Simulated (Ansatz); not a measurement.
**ZnS at 40 GPa: from Born charge to LO–TO splitting and polaron coupling**

These are results of DFT LDA, scalar-relativistic, plane waves, PAW (Ansatz 0.2.0), not measurements. Settings: 420 eV plane-wave cutoff, Γ-centred 10×10×10 mesh, fixed occupations. No spin polarisation. Phonons by linear response, acoustic sum rule imposed.

The cell, relaxed at 40 GPa:
Space group F-43m (No. 216). a = 4.857 Å, b = 4.857 Å, c = 4.857 Å, α = 90.00°, β = 90.00°, γ = 90.00°
```csv
atom,site,symmetry,x,y,z
Zn,4a,-43m,0.0000,0.0000,0.0000
S,4c,-43m,0.2500,0.2500,0.2500
```

The real crystal has changed phase below this pressure.

Linear response gives ν_TO = 438.8 cm⁻¹, Born charges ±1.508 e (positive on Zn) and ε∞ = 6.452. The primitive cell holds 28.649 Å³, and the masses are 65.380 and 32.060 amu.

Q: Find ν_LO and the static dielectric constant.

A: The long-wave field adds a restoring force: ω_LO² − ω_TO² = Z*²e²/(ε_vac ε∞ μV). In these units ν_LO² − ν_TO² = 4.92064×10⁷ Z*²/(μ V ε∞) cm⁻², with μ = m₁m₂/(m₁ + m₂) = 21.512 amu: 28147 cm⁻². So ν_LO = √(438.8² + 28147) = 469.8 cm⁻¹, and the run gives 469.8. Lyddane–Sachs–Teller then gives ε0 = ε∞ (ν_LO/ν_TO)² = 7.40, against 7.40 in the run (it forms both from the same three quantities, so the match checks the arithmetic only). Between ν_TO and ν_LO the dielectric function is negative and an undamped crystal reflects fully: a reststrahlen band from 21.3 to 22.8 μm.

Q: What do the Clausius–Mossotti polarisability and the Szigeti charge come to?

A: With the Lorentz local field, α = (3V/4π)(ε∞ − 1)/(ε∞ + 2) = 4.41 Å³ for the pair, and e_S = 3Z*/(ε∞ + 2) = 0.54 e. The Born charge includes the electrons' response to the dipole's own local field, and e_S takes that enhancement out. The Lorentz field assumes point-like polarisable ions, a poor picture once ε∞ is this large, since the electron clouds then overlap or are shared, so both numbers are formal here.

Q: How strongly does a slow electron couple to the LO mode?

A: For one isotropic parabolic band, Fröhlich's constant is α_F = (1/ε∞ − 1/ε0) √(m* Ry/ħω_LO), with Ry = 13.606 eV, ħω_LO = 58.2 meV and m* in free-electron masses: α_F = 0.0198 × 15.28 × √m* = 0.30 √m*. The band mass isn't part of this run; for m* = 0.1, 0.3 and 1 it gives 0.10, 0.17, 0.30. In weak coupling the polaron lies α_F ħω_LO below the band edge (10 meV at m* = 0.3) with a mass m*(1 + α_F/6); past α_F of about 5 or 6 that expansion fails. A semilocal functional's ε∞ tends to be too large, which taken alone lowers α_F.

The polar response is weak: the lattice adds little to an already large electronic dielectric constant, and LO and TO lie close together. The Born charge of 1.508 e is below the nominal ionic valence, as expected when Zn–S bonds share charge through sp³-like overlap and electronic redistribution offsets part of the moving ions' dipole. It is a dynamical charge, however, and doesn't measure the static charge on Zn. Electronic screening then weakens the long-range field that raises LO above TO, while the stiff TO mode limits the ionic displacement in a static field. Compression probably contributes to that stiffness by strengthening short-range repulsion.

The same small ionic polarisability keeps the Fröhlich coupling weak for all three trial masses, and the high LO energy lowers it further. A large polaron with slight mass enhancement is therefore the consistent picture for a carrier in a simple parabolic band. Weak Fröhlich coupling alone doesn't establish high mobility, since deformation-potential and piezoelectric scattering also act in this non-centrosymmetric lattice.
